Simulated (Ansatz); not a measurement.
# Ag under changes of volume

One of the cells (17.806 Å³/atom); the others are scaled copies at fixed shape and fractional positions:

```
CELL_PARAMETERS angstrom
2.93000 0.00000 0.00000
-1.46500 2.53745 0.00000
0.00000 0.00000 4.79000
ATOMIC_POSITIONS crystal
Ag 0.66667 0.33333 0.75000
Ag 0.33333 0.66667 0.25000
```

This isn't the form of Ag at room conditions, which is fcc.

* Program: Ansatz 0.2.0
* Functional: HSE06
* Potentials or basis: Ansatz PAW
* Cutoff: 420 eV (not typed: the program's choice for these potentials)
* k mesh: 6 × 6 × 4
* Occupations: fermi-dirac, width 0.05 eV
* Spin: no spin polarisation

```csv
volume (Å³/atom),energy over the lowest point (meV/atom),pressure (GPa)
16.738,23.62,7.0
17.094,?,?
17.450,3.15,2.4
17.806,0.00,0.5
18.162,0.68,-1.1
18.518,4.74,-2.6
18.875,11.64,-3.8
```

**Question.** What does the run at 17.094 Å³/atom give?

**Answer.** Energy over the lowest point 10.79 meV/atom; pressure 4.5 GPa.

Worked out: A Birch-Murnaghan fit of order 3 (a polynomial in V^(-2/3)) to the other rows has its minimum at 17.91 Å³/atom with B0 = V·E''(V) = 84 GPa and B' = 6.5 at fixed shape and positions, which overstates the stiffness. It gives 10.79 meV/atom at 17.094 Å³/atom, against the run's 10.79, and -dE/dV = 4.5 GPa, against 4.5.

Energies are extrapolated to zero smearing.

Caveats: all runs use coarse meshes; the PAW data sets come from PBE, with cores solved anew for the run's functional, which leaves a small shift of forces and pressure; the thresholds are loose for stress.
